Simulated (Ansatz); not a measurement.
An Ansatz input (plane waves, PAW) for MnO2 that has something wrong with it:

```yaml
crystal:
  lattice:
    - [3.06830413, -1.0e-08, 0.0]
    - [-1.0e-08, 3.06830413, 0.0]
    - [0.0, 0.0, 2.00279094]
  atoms:
    - { symbol: Mn, position: [0.0, 0.0, 0.0], spin: 3.0 }
    - { symbol: Mn, position: [0.5, 0.5, 0.5], spin: -3.0 }
    - { symbol: O, position: [0.3047584487, 0.3047584487, 0.0] }
    - { symbol: O, position: [0.1952415517, 0.8047584483, 0.5] }
    - { symbol: O, position: [0.6952415513, 0.6952415513, 0.0] }
    - { symbol: O, position: [0.8047584483, 0.1952415517, 0.5] }
basis:
  ecutwfc: 500
  ecutrho_ratio: 4
kpoints:
  mp_grid: { grid: [6, 6, 10] }
hamiltonian:
  xc: r2scan
scf:
  occupations: { method: gaussian, width: 0.05 }
  max_iter: 60
output:
  forces: true
  stress: true
magnetization:
  spin_polarized: true
```

Launched as:
```sh
ansatz run input.yaml --threads 4 --pin off --max-ram 7168MiB --backend cpu --events-out ev --progress --plain --runs-dir out
```

Task: What is wrong with it?

Result: A lattice far too small. Against the sound input: crystal.lattice: [[3.06830413, -1e-08, 0.0], [-1e-08, 3.06830413, 0.0], [0.0, 0.0, 2.00279094]] (the cap on iterations is only a precaution).

What the program printed:

```
SCF iter   1: F=—  HF=-9819.403492 eV  |F-HF|=—  |Δ(HF+E_count)|=         —  Δρ=2.72e-1 (↑2.72e-1 ↓2.72e-1)  dr2=2.45e1  dr2_τ=2.56e0  dr2_m=7.05e-1  M= 0.000 μB ∫|m|=4.827 μB
Mixer restart at iter 1: flushing history
SCF iter   2: F=—  HF=-9872.008035 eV  |F-HF|=—  |Δ(HF+E_count)|=    5.26e1  Δρ=1.69e-1 (↑1.69e-1 ↓1.69e-1)  dr2=9.47e0  dr2_τ=2.44e-1  dr2_m=5.87e-1  M= 0.000 μB ∫|m|=4.367 μB  κ⁻¹=1.0e0(r=1)
SCF iter   3: F=—  HF=-9928.475208 eV  |F-HF|=—  |Δ(HF+E_count)|=    5.65e1  Δρ=1.04e-1 (↑1.04e-1 ↓1.04e-1)  dr2=2.86e0  dr2_τ=9.39e-2  dr2_m=7.62e-1  M= 0.000 μB ∫|m|=3.727 μB  κ⁻¹=1.4e-1(r=2)
SCF iter   4: F=—  HF=-9960.626156 eV  |F-HF|=—  |Δ(HF+E_count)|=    3.22e1  Δρ=9.77e-2 (↑9.77e-2 ↓9.77e-2)  dr2=9.48e-1  dr2_τ=2.44e-2  dr2_m=1.36e0  M= 0.000 μB ∫|m|=2.747 μB  κ⁻¹=2.9e-3(r=3)
SCF iter   5: F=—  HF=-9962.929695 eV  |F-HF|=—  |Δ(HF+E_count)|=    2.30e0  Δρ=7.89e-2 (↑7.89e-2 ↓7.89e-2)  dr2=6.12e-1  dr2_τ=1.38e-2  dr2_m=9.09e-1  M=0.000 μB ∫|m|=2.517 μB  κ⁻¹=2.8e-3(r=4)
SCF iter   6: F=—  HF=-9967.147671 eV  |F-HF|=—  |Δ(HF+E_count)|=    4.22e0  Δρ=3.70e-2 (↑3.70e-2 ↓3.69e-2)  dr2=3.03e-2  dr2_τ=3.14e-3  dr2_m=2.01e-1  M=0.000 μB ∫|m|=1.119 μB  κ⁻¹=4.0e-4(r=5)
SCF iter   7: F=—  HF=-9967.361144 eV  |F-HF|=—  |Δ(HF+E_count)|=         —  Δρ=4.33e-2 (↑4.33e-2 ↓4.33e-2)  dr2=2.24e-2  dr2_τ=4.07e-3  dr2_m=2.98e-1  M=0.000 μB ∫|m|=0.801 μB
...
SCF iter  19: F=—  HF=-9968.188706 eV  |F-HF|=—  |Δ(HF+E_count)|=   6.56e-7  Δρ=9.79e-6 (↑9.53e-6 ↓9.79e-6)  dr2=3.44e-8  dr2_τ=6.77e-10  dr2_m=8.96e-10  M=0.000 μB ∫|m|=0.000 μB  κ⁻¹=9.3e-7(r=8)
SCF iter  20: F=—  HF=-9968.188706 eV  |F-HF|=—  |Δ(HF+E_count)|=   2.46e-7  Δρ=3.65e-6 (↑3.53e-6 ↓3.65e-6)  dr2=4.42e-9  dr2_τ=8.89e-11  dr2_m=6.44e-11  M=0.000 μB ∫|m|=0.000 μB  κ⁻¹=1.1e-6(r=8)
SCF iter  21: F=—  HF=-9968.188706 eV  |F-HF|=—  |Δ(HF+E_count)|=   2.07e-8  Δρ=1.70e-6 (↑1.70e-6 ↓1.70e-6)  dr2=5.16e-10  dr2_τ=2.93e-11  dr2_m=5.84e-11  M=0.000 μB ∫|m|=0.000 μB  κ⁻¹=2.9e-7(r=8)
SCF iter  22: F=-9968.188706 eV  HF=-9968.188706 eV  |F-HF|=7.66e-10  |Δ(HF+E_count)|=   2.84e-9  Δρ=1.14e-6 (↑1.08e-6 ↓1.14e-6)  dr2=2.92e-10  dr2_τ=1.18e-11  dr2_m=9.39e-12  M=0.000 μB ∫|m|=0.000 μB
```

```
SCF 1 converged in 22 iterations: F = -9968.188706 eV  dr2 = 2.92e-10
SCF converged after 22 iterations
Stability not told: four more passes, on both sides of the state, did not bear out a value that the check read (what they give back stands 2.5e-2 off what the trial steps together say and has a step dependence of 5.7e-5, where 1.6e-2 is allowed for the two together; they point to 1.5e-1, and to 1.3e-1 with those two taken off, where more than the noise floor of 1.9e-5 is asked); the value that it reports is 1.6e-1: no lower mode is shown, and none is ruled out
Magnetization: 0.0000 μB (27.0000 up, 27.0000 down)
Absolute magnetization: 0.0000 μB (∫|ρ↑−ρ↓|, with the PAW one-centre terms)
Per-site moments (μB) at R_I (Å): [(0.00001, 0.54107), (0.00000, 0.54107), (0.00000, 0.54107), (0.00000, 0.54107), (0.00000, 0.54107), (0.00000, 0.54107)]
Free energy (F): -9968.188706 eV
E sigma→0 (E₀):  -9968.186863 eV
Entropy (-TS):   -0.003687 eV (-0.614 meV/atom)
Fermi energy:    44.614559 eV
--- Forces (eV/Å), atoms counted from 1 ---
  atom   1  Mn     0.00000000     0.00000000     0.00000000
  atom   2  Mn     0.00000000     0.00000000     0.00000000
  atom   3  O    -11.23298320   -11.23298320     0.00000000
  atom   4  O     11.23298311   -11.23298311     0.00000000
  atom   5  O     11.23298320    11.23298320     0.00000000
  atom   6  O    -11.23298311    11.23298311     0.00000000
--- Stress (GPa, compression-positive) ---
     2308.786917       0.000014       0.000000
        0.000014    2308.786917       0.000000
        0.000000       0.000000    2866.350514
  P = ⅓ Tr σ = 2494.6414 GPa (24946.414 kbar)
```

The run converged all the same; its pressure of 2495 GPa shows the fault against the sound run's. Its energy lies 19299 meV/atom from the sound one. Cost: 22 s on 4 threads of Arm Neoverse V2, with other jobs on the host, peak memory 0.5 GiB. The run before the change (r²SCAN, 500 eV, 6×6×10 mesh) gave:

```tsv
run	P (GPa)	gap on the mesh (eV)	cell moment (μB)	largest force component (eV/Å)
sound	0.0	0.38	0.00	0.000
spoiled	2494.6	metal	0.00	11.233
```

The two runs also differ in their start: the sound one had the moments 2.64, -2.64, 0.00, 0.00, 0.00, 0.00 μB typed, and went on from the state of an earlier run.

The chain of runs began from a cell as deposited in COD, expanded in volume.

Of that run: The run wasn't fully tested for a lower electronic state.
